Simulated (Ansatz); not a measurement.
# Pt: further runs on the relaxed cell, part 2 of 2

Aim: for Pt, see whether it has a gap, which orbitals make up the states near it and how charge is shared, compare with the cell as listed and measure the bulk modulus from energies at several volumes.

Ansatz 0.2.0; DFT PBEsol, scalar-relativistic, plane waves, PAW.

## (8) Point at V/V0 = 0.91

input.yaml reads:

```yaml
crystal:
  lattice:
    - [0.0, 1.898411869, 1.898411869]
    - [1.898411869, 0.0, 1.898411869]
    - [1.898411869, 1.898411869, 0.0]
  atoms:
    - { symbol: Pt, position: [0.0, 0.0, 0.0] }
basis:
  ecutwfc: 420
kpoints:
  mp_grid: { grid: [18, 18, 18] }
hamiltonian:
  xc: pbesol
scf:
  occupations: { method: gaussian, width: 0.1 }
output:
  forces: true
  stress: true
  eigenvalues: true
  write_density: true
  write_potential: true
  elf: true
  volumetric_format: npy
```

Command:

```
ansatz run input.yaml --threads 1 --pin off --max-ram 2560MiB --backend cpu --events-out ev --progress --plain --runs-dir out
```

Output (excerpt; [...] marks lines left out):

```text
[...]
SCF converged after 6 iterations
Free energy (F): -12383.688281 eV
[...]
E sigma→0 (E₀):  -12383.683799 eV
Entropy (-TS):   -0.008964 eV (-8.964 meV/atom)
Fermi energy:    26.414081 eV
[...]
--- Forces (eV/Å), atoms counted from 1 ---
  atom   1  Pt     0.00000000    -0.00000000    -0.00000000
[...]
--- Stress (GPa, compression-positive) ---
       34.836885      -0.000000      -0.000000
        0.000000      34.836885       0.000000
        0.000000       0.000000      34.836885
  P = ⅓ Tr σ = 34.8369 GPa (348.369 kbar)
--- Band table (eV; the first three rows and the last of 195) ---
  k-point 0: bands = ["-72.5348", "-26.4146", "-26.4146", "-26.4146", "14.9679", "21.9389", "21.9389", "21.9389", "24.4949", "24.4949", "40.6496", "46.1301", "46.1301"]
[...]
```

It took 2.2 s on 1 thread of Arm Neoverse V2, shared host; peak memory 0.29 GiB.

Axes a, b and c in the maps are those of this run's conventional cell (a, b, c = 3.797, 3.797, 3.797 Å).

Density in a lattice plane of the grid's cell (edges 3.80 and 3.80 Å, at 0.000 of the third edge), which holds Pt.

Ten even steps from ' ' (0.17 e/Å³) to '@' (11.99 e/Å³):
```
@@%%##++--..                          ..--++##%%
####++==::..                          ..::==++##
====--::..                              ..::--==
::......                                  ......
                                                
                  ......::......                
                ..::--======--::..              
              ..::==++######++==::..            
              ..--++##%%@@%%##++--..            
              ..--**%%@@@@@@%%**--..            
              ..--++##%%@@%%##++--..            
              ..::==++######++==::..            
                ..::--======--::..              
                  ......::......                
                                                
::......                                  ......
====--::..                              ..::--==
####++==::..                          ..::==++##
@@%%##++--..                          ..--++##%%
@@@@%%**--..                          ..--**%%@@
```
Columns run along the first of these edges and rows up along the second, over one cell in 24 and 20 even steps from the bottom left corner. Atoms in the plane (fractional): Pt at (0.00, 0.00), Pt at (0.50, 0.50).

ELF in the same plane.

Ten even steps from ' ' (0.13) to '@' (0.68):
```
@@@@@@@@%%**==::....          ....::==**%%@@@@@@
@@@@@@%%##++--::......      ......::--++##%%@@@@
@@@@%%**++--::::::..............::::::--++**%%@@
##**++==--::::::::::::::::::::::::::::::--==++**
====--::::::::::::::--======--::::::::::::::--==
::::::::::::::::--==++**##**++==--::::::::::::::
........::::::--++**%%@@@@@@%%**++--::::::......
    ......::--++##%%@@@@@@@@@@%%##++--::......  
      ....::==**%%@@@@@@@@@@@@@@%%**==::....    
      ....::==**%%@@@@@@@@@@@@@@%%**==::....    
      ....::==**%%@@@@@@@@@@@@@@%%**==::....    
    ......::--++##%%@@@@@@@@@@%%##++--::......  
........::::::--++**%%@@@@@@%%**++--::::::......
::::::::::::::::--==++**##**++==--::::::::::::::
====--::::::::::::::--======--::::::::::::::--==
##**++==--::::::::::::::::::::::::::::::--==++**
@@@@%%**++--::::::..............::::::--++**%%@@
@@@@@@%%##++--::......      ......::--++##%%@@@@
@@@@@@@@%%**==::....          ....::==**%%@@@@@@
@@@@@@@@%%**==::....          ....::==**%%@@@@@@
```
Columns run along the first of these edges and rows up along the second, over one cell in 24 and 20 even steps from the bottom left corner. Atoms in the plane (fractional): Pt at (0.00, 0.00), Pt at (0.50, 0.50).

Both are smooth fields of the valence electrons: close to the nuclei they are not physical.

## (9) The cell scaled to 1.10 of its volume

input.yaml reads:

```yaml
crystal:
  lattice:
    - [0.0, 2.0222780657, 2.0222780657]
    - [2.0222780657, 0.0, 2.0222780657]
    - [2.0222780657, 2.0222780657, 0.0]
  atoms:
    - { symbol: Pt, position: [0.0, 0.0, 0.0] }
basis:
  ecutwfc: 420
kpoints:
  mp_grid: { grid: [18, 18, 18] }
hamiltonian:
  xc: pbesol
scf:
  occupations: { method: gaussian, width: 0.1 }
output:
  forces: true
  stress: true
  eigenvalues: true
```

Command:

```
ansatz run input.yaml --threads 1 --pin off --max-ram 2560MiB --backend cpu --events-out ev --progress --plain --runs-dir out
```

Output (excerpt; [...] marks lines left out):

```text
[...]
SCF converged after 6 iterations
Free energy (F): -12383.711474 eV
[...]
E sigma→0 (E₀):  -12383.705336 eV
Entropy (-TS):   -0.012277 eV (-12.277 meV/atom)
Fermi energy:    20.489137 eV
[...]
--- Forces (eV/Å), atoms counted from 1 ---
  atom   1  Pt    -0.00000000     0.00000000    -0.00000000
[...]
--- Stress (GPa, compression-positive) ---
      -21.154479       0.000000      -0.000000
        0.000000     -21.154479      -0.000000
        0.000000      -0.000000     -21.154479
  P = ⅓ Tr σ = -21.1545 GPa (-211.545 kbar)
--- Band table (eV; the first three rows and the last of 195) ---
  k-point 0: bands = ["-77.7504", "-31.7471", "-31.7471", "-31.7471", "11.1807", "17.2051", "17.2051", "17.2051", "19.0806", "19.0806", "35.2497", "39.6764", "39.6764"]
[...]
```

Run time: 1.8 s. Hardware: 1 thread of Arm Neoverse V2, shared host; peak memory 0.3 GiB.

## (10) Volume × 0.88

input.yaml: that of step 9 with these lines changed.

```diff
@@ -2,5 +2,5 @@
   lattice:
-    - [0.0, 2.0222780657, 2.0222780657]
-    - [2.0222780657, 0.0, 2.0222780657]
-    - [2.0222780657, 2.0222780657, 0.0]
+    - [0.0, 1.8773166577, 1.8773166577]
+    - [1.8773166577, 0.0, 1.8773166577]
+    - [1.8773166577, 1.8773166577, 0.0]
   atoms:
```

Command:

```
ansatz run input.yaml --threads 1 --pin off --max-ram 2560MiB --backend cpu --events-out ev --progress --plain --runs-dir out
```

Output (excerpt; [...] marks lines left out):

```text
[...]
SCF converged after 6 iterations
Free energy (F): -12383.567366 eV
[...]
E sigma→0 (E₀):  -12383.563156 eV
Entropy (-TS):   -0.008419 eV (-8.419 meV/atom)
Fermi energy:    27.587136 eV
[...]
--- Forces (eV/Å), atoms counted from 1 ---
  atom   1  Pt    -0.00000000    -0.00000000    -0.00000000
[...]
--- Stress (GPa, compression-positive) ---
       51.578155       0.000000       0.000000
       -0.000000      51.578155      -0.000000
        0.000000      -0.000000      51.578155
  P = ⅓ Tr σ = 51.5782 GPa (515.782 kbar)
--- Band table (eV; the first three rows and the last of 195) ---
  k-point 0: bands = ["-71.5063", "-25.3568", "-25.3568", "-25.3568", "15.7278", "22.8633", "22.8633", "22.8633", "25.5608", "25.5608", "41.6814", "47.3557", "47.3557"]
[...]
```

Run time: 1.6 s. Hardware: 1 thread of Arm Neoverse V2, shared host; peak memory 0.28 GiB.

## (11) Fit of the equation of state

```
volume (Å³/atom)  energy above the lowest point (meV/atom)  pressure (GPa)  gap on the mesh (eV)
          13.233                                     253.1           51.58                  0.00
          13.684                                     132.4           34.84                  0.00
          14.135                                      54.8           20.97                  0.00
          14.586                                      12.7            9.49                  0.00
          15.037                                       0.0           -0.01                  0.00
          15.488                                      11.7           -7.85                  0.00
          15.939                                      43.4          -14.31                  0.00
          16.541                                     110.9          -21.15                  0.00
```

## (12) Results

This closing draws on all 2 parts.

| quantity | value |
| --- | --- |
| gap | none (metal) |
| states at the Fermi level | 2.09 per eV per cell |
| Bader charges | Pt +0.00 e |
| listed cell | 0.1 meV/atom above the relaxed cell, -0.8 GPa, gap none (metal) |
| equilibrium volume of the fit | 15.03 Å³/atom |
| bulk modulus | 287 GPa |
| its pressure derivative | 5.3 |

There is no gap at this level. Of the projected weight within 0.25 eV of the Fermi level, the largest part is Pt 5d (98 %). Held at the listed cell, the crystal is under -0.8 GPa and lies 0.1 meV/atom higher. The fit puts the minimum at 15.03 Å³/atom with B = 287 GPa and B' = 5.3. These runs have no spin-orbit coupling; with Pt it would split and shift bands.
